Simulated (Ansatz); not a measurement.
InAs:

```xyz
2
Lattice="0.0000 3.0180 3.0180 3.0180 0.0000 3.0180 3.0180 3.0180 0.0000" Properties=species:S:1:pos:R:3 pbc="T T T"
In    0.0000    0.0000    0.0000
As    4.5270    4.5270    4.5270
```

Base run:

| Property | Result |
| --- | --- |
| Program | Ansatz 0.2.0 |
| Functional | PBE0 |
| Potentials or basis | Ansatz PAW |
| Cutoff | 420 eV (not typed: the program's choice for these potentials) |
| k mesh | 6 × 6 × 6 |
| Occupations | fermi-dirac, width 0.05 eV |
| Spin | no spin polarisation |

Its results: band gap on the k mesh 1.13 eV, direct; pressure 2.1 GPa.

Question: The run is repeated on the same cell with these changes: functional from PBE0 to HSE06. What comes out?

Answer: Band gap on the k mesh 0.57 eV, direct; pressure 2.2 GPa.

Caveats: spin-orbit coupling is left out, which moves the levels of the heavy elements; the PAW data sets come from PBE, with cores solved anew for the run's functional, which leaves a small shift of forces and pressure; the thresholds are loose for stress.
